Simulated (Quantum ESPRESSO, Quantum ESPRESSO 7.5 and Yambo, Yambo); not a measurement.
## AlAs (F-43m): a self-consistent loop beyond G0W0, cycle by cycle

Aim: iterate the self-energy on AlAs (F-43m) and follow the gap from cycle to cycle.

Calculated with Quantum ESPRESSO 7.5 and Yambo 5.3.0; PBE and many-body steps on it, plane waves.

**Experimental background.**

- Gap 3.018 eV: lowest direct gap at Gamma; earlier measurement quoted from literature, technique not stated; 300 K; bulk crystal (pure AlAs, literature value used as model input) (quoted in “Simultaneous Measurement of Mid-Infrared Refractive Indices in Thin-Film Heterostructures: Methodology and Results for GaAs/AlGaAs”, 2023, arxiv:2301.08293).

### 1. Starting point

It takes space group F-43m (No. 216, cubic). The conventional cell has a = 5.661 Å, b = 5.661 Å, c = 5.661 Å, α = 90.00°, β = 90.00°, γ = 90.00°. Nearest to Al lie 4 As at 2.45 Å. Nearest to As lie 4 Al at 2.45 Å. Farther neighbours are not listed.

The cell and positions come from the Crystallography Open Database and are kept as given unless a step says otherwise.

### 2. Empty states on the mesh, 4×4×4 mesh, 115 bands

This step: Quantum ESPRESSO 7.5; DFT, PBE, plane waves, norm-conserving pseudopotentials.

The sums over transitions need many empty states on a uniform mesh; this step solves for them.

pw.in reads:

```
&control
  calculation = 'nscf'
  prefix = 'x'
  outdir = 'o'
  pseudo_dir = 'pseudo'
/
&system
  ibrav = 0
  nat = 2
  ntyp = 2
  ecutwfc = 100.0
  nbnd = 115
  force_symmorphic = .true.
/
&electrons
  conv_thr = 1e-9
  electron_maxstep = 80
  diago_full_acc = .true.
  diago_thr_init = 5e-6
/
ATOMIC_SPECIES
  Al 26.982 Al.upf
  As 74.922 As.upf
CELL_PARAMETERS angstrom
  0.0000000000 2.8304000000 2.8304000000
  2.8304000000 0.0000000000 2.8304000000
  2.8304000000 2.8304000000 -0.0000000000
ATOMIC_POSITIONS crystal
  Al 0.0000000000 0.0000000000 0.0000000000
  As 0.2500000000 0.2500000000 0.2500000000
K_POINTS automatic
  4 4 4 0 0 0
```

The run is started by

```sh
> OMP_NUM_THREADS=1 mpirun -n 4 pw.x -nk 4 -in pw.in > pw.out
```

What it wrote:

```text
Program PWSCF v.7.5 starts

     This program is part of the open-source Quantum ESPRESSO suite
     for quantum simulation of materials; please cite
         "P. Giannozzi et al., J. Phys.:Condens. Matter 21 395502 (2009);
         "P. Giannozzi et al., J. Phys.:Condens. Matter 29 465901 (2017);
         "P. Giannozzi et al., J. Chem. Phys. 152 154105 (2020);
     in publications or presentations arising from this work. More details at

     Atomic positions and unit cell read from directory:
     o/x.save/

     Message from routine setup:
[...]
67.3176  69.4646  69.4646  69.7698  70.2946  70.2946  71.7273  72.7774
     [... 3 further rows ...]
    91.3162  92.1459  92.3070  93.6685  94.3954  94.4993  94.4993  94.5393
    94.5393  95.5738  97.1442

          k = 0.3536 0.0000 0.0000 (  5105 PWs)   bands (ev):

     [... further k-points ...]

     highest occupied, lowest unoccupied level (ev):     6.9991    8.4373

     XML data file, pseudopotentials, collected wavefunctions

=------------------------------------------------------------------------------=
   JOB DONE.
=------------------------------------------------------------------------------=
```

Elapsed: 11 s, on 4 MPI ranks of Arm Neoverse V1, shared host; peak memory 0.41 GiB; 43 s of CPU time.

This step gave:

```yaml
gap: 1.438 eV
k_of_the_valence_top: 0, 0, 0
k_of_the_conduction_bottom: 0, -0.5, -0.5
least_direct_gap: 2.050 eV
k_points_computed: 8
lowest_point_of_the_top_converged_band_above_the_valence_top: 87.2396 eV
```

On this mesh the gap is 1.438 eV.

The density comes from a self-consistent run that is not shown.

### 3. Conversion and set-up

This step: Yambo 5.3.0; conversion and set-up on PBE, plane waves, norm-conserving pseudopotentials.

The states are converted to the many-body program's format and the q mesh is built.

The run is started by

```sh
> (cd o/x.save; p2y > p2y.log; mv SAVE ../..); yambo > setup.log
```

What it wrote:

```text
 Yambo, version 5.3.0

 [02] CORE Variables Setup
 =========================

  [02.01] Unit cells
  ==================

  Cell kind             :  FCC
  Atoms in the cell     :  Al  As
  number of Al atoms    :  1
  number of As atoms    :  1

  List of atomic masses
  Mass of Al    :  26.98200
  Mass of As    :  74.92200

  List of atomic coordinates    : [cc]
  Al1       :  0.000000  0.000000  0.000000  order 1
  As1       :  2.674340  2.674340  2.674340  order 2

  Alat factors          :  5.348681  5.348681  5.348681 [a.u.]
  Direct lattice volume :  306.0343 [a.u.]
[...]
==========================================

 IBZ Q-points                                      :   8
 BZ  Q-points                                      :   64

 K/Q-points units:
 rlu = crystal or reduced units; cc = cartesian coordinates; iku = interal k-units

 Q [1]          [rlu]:  0.000000  0.000000  0.000000
 Q [2]          [rlu]:  0.81056E-17  0.81056E-17  0.25000
 Q [3]          [rlu]: -0.16211E-16 -0.16211E-16 -0.50000
[...]
Q [7]          [rlu]:  0.19445E-16 -0.50000     -0.50000
 Q [8]          [rlu]:  0.250000 -0.500000 -0.250000

  [03.01] X indexes
  =================

   [03.01.01] Sigma indexes
   ========================

 [06] Game Over & Game summary
```

It took 3.1 s on 1 MPI rank; peak memory 0.25 GiB.

### 4. G0W0

G0W0 replaces the xc potential by the self-energy, built once from these orbitals. Only a window of levels is corrected, while the sums run over the empty bands that the input names.

This step: G0W0 on PBE, plane waves, norm-conserving pseudopotentials.

gw1.in reads:

```
HF_and_locXC
gw0
dyson
ppa
em1d
rim_cut
RandQpts= 1000000
RandGvec= 1 RL
EXXRLvcs= 100 Ry
VXCRLvcs= 400 Ry
Chimod= "HARTREE"
% BndsRnXp
 1 | 115 |
%
NGsBlkXp= 14.5 Ry
% LongDrXp
 1 | 1 | 1 |
%
% GbndRnge
 1 | 115 |
%
DysSolver= "n"
ExtendOut
PPAPntXp= 27.21138 eV
% QPkrange
 1 | 8 | 10 | 17 |
%
```

The run is started by

```sh
> OMP_NUM_THREADS=1 mpirun -n 4 yambo -F gw1.in -J gw1 -C gw1 > gw1.log
```

What it wrote:

```text
 Yambo, version 5.3.0

 [02] CORE Variables Setup
 =========================

  [... cell, symmetries and grids as in the set-up ...]

  [02.05] Energies & Occupations
  ==============================

  [X] === General ===
  [X] Electronic Temperature                        :  0.000000  0.000000 [eV K]
  [X] Bosonic    Temperature                        :  0.000000  0.000000 [eV K]
  [X] Finite Temperature mode                       : no
  [X] El. density                                   :  0.57332E+24 [cm-3]
  [X] Fermi Level                                   :  6.999082 [eV]

  [X] === Gaps and Widths ===
  [X] Conduction Band Min                           :  1.438227 [eV]
  [X] Valence Band Max                              :  0.000000 [eV]
  [X] Filled Bands                                  :  13
  [X] Empty Bands                                   :   14  115
  [X] Direct Gap                                    :  2.050208 [eV]
  [X] Direct Gap localized at k                     :  1
  [X] Indirect Gap                                  :  1.438227 [eV]
  [X] Indirect Gap between kpts                     :   1   7
  [X] Last valence band width                       :  2.822586 [eV]
  [X] 1st conduction band width                     :  2.893526 [eV]

 [03] Transferred momenta grid and indexing
 ==========================================

 IBZ Q-points                                      :   8
 BZ  Q-points                                      :   64

 K/Q-points units:
 rlu = crystal or reduced units; cc = cartesian coordinates; iku = interal k-units

 Q [1]          [rlu]:  0.000000  0.000000  0.000000
 Q [2]          [rlu]:  0.81056E-17  0.81056E-17  0.25000
 Q [3]          [rlu]: -0.16211E-16 -0.16211E-16 -0.50000
 Q [4]          [rlu]: -0.97223E-17  0.25000      0.25000
 Q [5]          [rlu]:  0.15221E-16  0.25000      0.50000
 Q [6]          [rlu]: -0.71722E-16  0.25000     -0.25000
 Q [7]          [rlu]:  0.19445E-16 -0.50000     -0.50000
 Q [8]          [rlu]:  0.250000 -0.500000 -0.250000

 [04] Coloumb potential Random Integration (RIM)
 ===============================================

  [04.01] RIM initialization
  ==========================

  * Diagonal components only detected *

  8 x (sBL volume)        :  0.101316 [a.u.]
  sBZ random points       :  1000000
  Points outside the sBZ  :   7968281
  RL volume               :  0.810531 [a.u.]
  Integrated volume       :  0.813757 [a.u.]

  [04.02] RIM integrals
  =====================

  Gamma point sphere radius             :  0.084562 [a.u.]
  Points outside the sphere             :   800476
  [Int_sBZ(q=0) 1/q^2]*(Vol_sBZ)^(-1/3) =:  7.776341
                                 should be <:  7.795600

  Summary of Coulomb integrals for non-metallic bands |Q|[au] RIM/Bare

  Q [1] 0.100000E-4 0.997530 * Q [2] 0.254334 1.068862
  Q [4] 0.293679 1.067204 * Q [6] 0.415325 1.029264
  Q [5] 0.487012 1.022872 * Q [3] 0.508667 1.020326
  Q [7] 0.587358 1.017560 * Q [8] 0.656687 1.014592

 [05] Dipoles
 ============

  [05.01] Setup: observables and procedures
  =========================================

 [06] Dynamic Dielectric Matrix (PPA)
 ====================================

 [WR./gw1//ndb.pp]---------------------------------------------------------------
  Brillouin Zone Q/K grids (IBZ/BZ)                :    8   64    8   64
  RL vectors                                       :   6183 [WF]
  Coulomb cutoff potential                         : none
  Electronic Temperature                           :  0.000000 [K]
  Bosonic    Temperature                           :  0.000000 [K]
  PPA    diel. fun.  energies                      : Perdew, Burke & Ernzerhof(X)+Perdew, Burke & Ernzerhof(C)
  wavefunctions                                    : Perdew, Burke & Ernzerhof(X)+Perdew, Burke & Ernzerhof(C)
  Global Gauge                                     : length
  X matrix size                                    :  307
  X band range                                     :    1  115
  X e/h energy range                               : -1.000000 -1.000000 [eV]
  X Time ordering                                  : R
  X Hxc Kernel                                     : HARTREE
  X Drude frequency                                :  0.000000  0.000000
  X poles                                          :  100.0000 [o/o]
  RL vectors in the sum                            :   6183
  [r,Vnl] included                                 : yes
  Field direction                                  :  0.577350E-5  0.577350E-5  0.577350E-5
  BZ energy Double Grid                            : no
  BZ energy DbGd points                            : 0
  BZ Q point size factor                           : -1.000000
  X Optical Averaged directions                    : none

 [07] Local Exchange-Correlation + Non-Local Fock
 ================================================

 [VXC] Plane waves :   41151
 [EXS] Plane waves :   5161

 QP @ state[ 1 ] K range:   1   8
 QP @ state[ 1 ] b range:  10  17

 [xc] Functional : Perdew, Burke & Ernzerhof(X)+Perdew, Burke & Ernzerhof(C)
 [xc] LIBXC used to calculate xc functional
  PP Number of Atomic Species                      :  2
  NLCC RL compoments                               :   41151
  PP Number of Atomic Species                      :  2
  NLCC RL compoments                               :   41151

 [xc] E_xc :  -24.76065 [Ha]
      E_xc :  -49.52129 [Ry]

  Local XC kind (lXC) : Perdew, Burke & Ernzerhof(X)+Perdew, Burke & Ernzerhof(C)
  Non-Local XC kind (nlXC) : Hartree-Fock

  Corrections @ K [1] :  [eV]
 <10|nlXC|10> = -19.87208  0.10114E-16 <10|lXC|10> = -12.73752  0.18882E-15
 <11|nlXC|11> = -14.93168 -0.38161E-17 <11|lXC|11> = -13.05898  0.37763E-15
 <12|nlXC|12> = -14.93158 -0.24761E-18 <12|lXC|12> = -13.05898  0.18882E-15
 <13|nlXC|13> = -14.93178 -0.24356E-16 <13|lXC|13> = -13.05898  0.37763E-15
 <14|nlXC|14> = -7.748136 -0.13915E-17 <14|lXC|14> = -11.86046  0.37763E-15
 <15|nlXC|15> = -5.132289 -0.44413E-17 <15|lXC|15> = -9.566490  0.23602E-16
[...]
Corrections @ K [2] :  [eV]
[...]
Corrections @ K [3] :  [eV]
[...]
Corrections @ K [4] :  [eV]
[...]
Corrections @ K [5] :  [eV]
[...]
[... 2 further k-points ...]
  Corrections @ K [8] :  [eV]
[...]
<15|nlXC|15> = -6.311075  0.15695E-17 <15|lXC|15> = -11.30003 -0.16521E-15
 <16|nlXC|16> = -4.566868 -0.27892E-17 <16|lXC|16> = -9.571629  0.47204E-16
 <17|nlXC|17> = -4.560675  0.70991E-18 <17|lXC|17> = -9.158547  0.70806E-16

  [07.01] Hartree-Fock occupations report
  =======================================

  [Hartree-Fock] === General ===
  [Hartree-Fock] Electronic Temperature             :  0.000000  0.000000 [eV K]
  [Hartree-Fock] Bosonic    Temperature             :  0.000000  0.000000 [eV K]
  [Hartree-Fock] Finite Temperature mode            : no
  [Hartree-Fock] El. density                        :  0.57332E+24 [cm-3]
  [Hartree-Fock] Fermi Level                        :  6.999082 [eV]

  [Hartree-Fock] === Gaps and Widths ===
  [Hartree-Fock] Conduction Band Min                :  5.059101 [eV]
  [Hartree-Fock] Valence Band Max                   : -1.872801 [eV]
  [Hartree-Fock] Filled Bands                       :  13
  [Hartree-Fock] Empty Bands                        :   14  115
  [Hartree-Fock] Direct Gap                         :  8.035338 [eV]
  [Hartree-Fock] Direct Gap localized at k          :  1
  [Hartree-Fock] Indirect Gap                       :  6.931902 [eV]
  [Hartree-Fock] Indirect Gap between kpts          :   1   7
  [Hartree-Fock] Last valence band width            :  3.695468 [eV]
  [Hartree-Fock] 1st conduction band width          :  3.458067 [eV]

 [08] Dyson equation: Newton solver
 ==================================

  [08.01] G0W0 (W PPA)
  ====================

  [  GW  ] Bands range     :    1  115
  [GW/PPA] G damping       :  0.100000 [eV]

  QP @ state[ 1 ] K range:   1   8
  QP @ state[ 1 ] b range:  10  17

   Sc/G bands                                       :    1  115
   Sc/G damping                                     :  0.100000 ev
   Sc bands terminator                              : no
   Sx RL components                                 :   5161

   QP @ state[ 1 ] K range                          :   1   8
   QP @ state[ 1 ] b range                          :  10  17
   GF energies kind                                 : Perdew, Burke & Ernzerhof(X)+Perdew, Burke & Ernzerhof(C)
   GF WF`s kind                                     : Perdew, Burke & Ernzerhof(X)+Perdew, Burke & Ernzerhof(C)
   Xs energies kind                                 : Perdew, Burke & Ernzerhof(X)+Perdew, Burke & Ernzerhof(C)
   Xs WF`s kind                                     : Perdew, Burke & Ernzerhof(X)+Perdew, Burke & Ernzerhof(C)

 [11] Game Over & Game summary
```

Wall time 8.4 min (4 MPI ranks); peak memory 2 GiB; 34 min of CPU time.

This step gave:

```
G0W0 gap on the mesh                         : 1.957 eV
starting gap on the mesh                     : 1.438 eV
k of the valence top                         : 0, 0, 0
k of the conduction bottom                   : 0, -0.5, -0.5
least direct G0W0 gap on the computed points : 2.821 eV
Z at the valence top                         : 0.7874
Z at the conduction bottom                   : 0.8042
```

The gap on the mesh goes from 1.44 eV to 1.96 eV, a correction of +0.52 eV.

### 5. evGW0, cycle 1

This step: evGW0 on PBE, plane waves, norm-conserving pseudopotentials.

gw2.in, as its differences from gw1.in of step 4:

```diff
@@ -27 +27,2 @@
 %
+GfnQPdb= "E < ./gw1/ndb.QP"
```

The run is started by

```sh
> OMP_NUM_THREADS=1 mpirun -n 4 yambo -F gw2.in -J gw2,gw1_W -C gw2 > gw2.log
```

What it wrote:

```text
 Yambo, version 5.3.0

 [02] CORE Variables Setup
 =========================

  [... cell, symmetries and grids as in the set-up ...]

  [02.05] Energies & Occupations
  ==============================

  [X] === General ===
  [X] Electronic Temperature                        :  0.000000  0.000000 [eV K]
  [X] Bosonic    Temperature                        :  0.000000  0.000000 [eV K]
  [X] Finite Temperature mode                       : no
  [X] El. density                                   :  0.57332E+24 [cm-3]
  [X] Fermi Level                                   :  6.999082 [eV]

  [X] === Gaps and Widths ===
  [X] Conduction Band Min                           :  1.438227 [eV]
  [X] Valence Band Max                              :  0.000000 [eV]
  [X] Filled Bands                                  :  13
  [X] Empty Bands                                   :   14  115
  [X] Direct Gap                                    :  2.050208 [eV]
  [X] Direct Gap localized at k                     :  1
  [X] Indirect Gap                                  :  1.438227 [eV]
  [X] Indirect Gap between kpts                     :   1   7
  [X] Last valence band width                       :  2.822586 [eV]
  [X] 1st conduction band width                     :  2.893526 [eV]

 [03] Transferred momenta grid and indexing
 ==========================================

 IBZ Q-points                                      :   8
 BZ  Q-points                                      :   64

 K/Q-points units:
 rlu = crystal or reduced units; cc = cartesian coordinates; iku = interal k-units

 Q [1]          [rlu]:  0.000000  0.000000  0.000000
 Q [2]          [rlu]:  0.81056E-17  0.81056E-17  0.25000
 Q [3]          [rlu]: -0.16211E-16 -0.16211E-16 -0.50000
[...]
[G+QP] Indirect Gap                               :  1.957009 [eV]
  [G+QP] Indirect Gap between kpts                  :   1   7
  [G+QP] Last valence band width                    :  3.033483 [eV]
  [G+QP] 1st conduction band width                  :  3.034389 [eV]

  [coarse-grid] Minimum Bare Gap        [ev]:  1.438227
  [coarse-grid] Minimum Gap Correction  [ev]:  0.518782

  Eqp @ K [1]
  -180.3730 -124.9227 -124.9227 -124.9227  -33.8560  -33.8560  -33.8560  -33.8456
   -33.8456     -11.6742    -0.643037E-5   0.00000    -0.341805E-4   2.82146      4.97277      4.97264
    4.97270   9.62718   9.78606   9.78606  12.22033  12.22033  12.22033  15.71989
[...]
Eqp @ K [2]
[...]
Eqp @ K [3]
[...]
Eqp @ K [4]
[...]
Eqp @ K [5]
[...]
[... 2 further k-points ...]
  Eqp @ K [8]
[...]
6.72101  11.36370  13.15120  13.37707  14.79977  17.11418  17.87904  18.64104
   19.04522  19.88602  20.92867  21.09825  22.44802  23.96903  25.19618  27.42533

 [07] Dipoles
 ============

  [07.01] Setup: observables and procedures
  =========================================

 [08] Dynamic Dielectric Matrix (PPA)
 ====================================

   Sc/G bands                                       :    1  115
   Sc/G damping                                     :  0.100000 ev
   Sc bands terminator                              : no
   Sx RL components                                 :   5161

   QP @ state[ 1 ] K range                          :   1   8
   QP @ state[ 1 ] b range                          :  10  17
   GF energies kind                                 : Perdew, Burke & Ernzerhof(X)+Perdew, Burke & Ernzerhof(C)+ E < ./gw1/ndb.QP + @E Fit
   GF WF`s kind                                     : Perdew, Burke & Ernzerhof(X)+Perdew, Burke & Ernzerhof(C)
   Xs energies kind                                 : Perdew, Burke & Ernzerhof(X)+Perdew, Burke & Ernzerhof(C)
   Xs WF`s kind                                     : Perdew, Burke & Ernzerhof(X)+Perdew, Burke & Ernzerhof(C)

 [13] Game Over & Game summary
```

Run time: 7.5 min. Hardware: 4 MPI ranks; peak memory 1.9 GiB.

This step gave:

| Quantity | Value |
| --- | --- |
| quasiparticle gap on the mesh | 2.021 eV |
| gap of the density functional on the mesh | 1.438 eV |
| k of the valence top | 0, 0, 0 |
| k of the conduction bottom | 0, -0.5, -0.5 |
| least direct quasiparticle gap on the computed points | 2.910 eV |
| Z at the valence top | 0.7904 |
| Z at the conduction bottom | 0.8123 |

Against G0W0 in Yambo (4×4×4 mesh, 115 bands, screening to 197.3 eV, Godby-Needs plasmon pole), the gap moves by +0.064 eV.

The program's own table gives 2.118 eV, which is too large where the input levels are shifted: this version takes Σc at the unshifted level E₀, yet steps from the shifted one. The value above is the Newton step from E₀, E₀ + Z(Σc + Σx − Vxc), rebuilt from the printed columns.

[end of part 1 of 2]

[Paths, hosts, dates, memory and timing lines, banners, echoed tables and standing remarks are left out of the program output.]

[Logs are printed without paths, hosts, clocks, repeated set-up lines and the standing remarks that a program may print on its own settings, such as how far it seeks lower states.]

[Runs of the session that timed out or met a known fault of the program may be left out.]

[Hosts, paths, dates, database ids (printed as entryN), source tags and the programs' standing remarks are cut or masked in the printed files.]
